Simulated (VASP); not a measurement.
The system is InP.

```
In P
1.0
     0.00000    2.93945    2.93945
     2.93945    0.00000    2.93945
     2.93945    2.93945    0.00000
In P
1 1
Direct
  0.00000 0.00000 0.00000
  0.25000 0.25000 0.25000
```

Base run:

| Item | Value |
| --- | --- |
| Program | VASP 6.6.1 |
| Functional | r2SCAN |
| Potentials or basis | VASP PAW PBE potentials, release 64 (In_d, P) |
| Cutoff | 520 eV |
| k mesh | 10 × 10 × 10 |
| Occupations | gaussian, width 0.03 eV |
| Spin | no spin polarisation |

Its results: band gap on the k mesh 1.12 eV, direct.

Q: The run is repeated on the same cell with these changes: functional from r2SCAN to TB-mBJ. What comes out?

A: Band gap on the k mesh 1.61 eV, direct.

Caveats: spin-orbit coupling is left out, which moves the levels of the heavy elements.
